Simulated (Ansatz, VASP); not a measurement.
Ge: VASP beside Ansatz

File INCAR:

```
SYSTEM = Ge
  PREC = Accurate
  ENCUT = 500
  EDIFF = 1E-6
  ISMEAR = 0
  SIGMA = 0.02
  LREAL = .False.
  LASPH = .True.
  NELM = 80
  ALGO = Normal
  ISIF = 2
  LWAVE = .False.
  LCHARG = .True.
  GGA = PE
  LELF = .True.
  LVHAR = .True.
```

KPOINTS

```
Automatic mesh
0
Gamma
  8 8 8
  0 0 0
```

Contents of POSCAR:

```
Ge
1.0
    0.0000000000      2.8289100000      2.8289100000
    2.8289100000      0.0000000000      2.8289100000
    2.8289100000      2.8289100000      0.0000000000
Ge
2
Direct
    0.7500000000      0.7500000000      0.7500000000
    0.5000000000      0.5000000000      0.5000000000
```

input.yaml

```yaml
crystal:
  lattice:
    - [0.0, 2.82891, 2.82891]
    - [2.82891, 0.0, 2.82891]
    - [2.82891, 2.82891, 0.0]
  atoms:
    - { symbol: Ge, position: [0.75, 0.75, 0.75] }
    - { symbol: Ge, position: [0.5, 0.5, 0.5] }
hamiltonian:
  xc: pbe
  pseudopotentials: { kind: paw }
kpoints:
  mp_grid: { grid: [8, 8, 8] }
scf:
  occupations: { method: gaussian, width: 0.02 }
output:
  forces: true
  stress: true
  eigenvalues: true
```

Alike in both runs: task single point; functional PBE; k mesh 8 × 8 × 8; occupations gaussian, width 0.02 eV; no spin polarisation.

|  | VASP | Ansatz |
| --- | --- | --- |
| version | VASP 6.6.1 | Ansatz 0.2.0 |
| potentials or method | VASP PAW PBE potentials, release 64 (Ge) | Ansatz PAW |
| plane-wave cutoff (eV) | 500 | 420 |
| valence electrons in the cell | 8 | 28 |

VASP gave:

| Quantity | Value |
| --- | --- |
| gap on the k mesh at the Fermi level (eV) | 0.06 |
| least direct gap on the mesh (eV) | 0.06 |
| pressure (GPa) | 4.4 |

Problem. Which values does Ansatz return?

Solution. gap on the k mesh at the Fermi level (eV): 0.03; least direct gap on the mesh (eV): 0.03; pressure (GPa): 3.6.

The two sets of potentials don't hold the same shells in valence.

A k mesh can miss the band edges. PBE gaps usually lie below the measured ones, often by a third to a half.
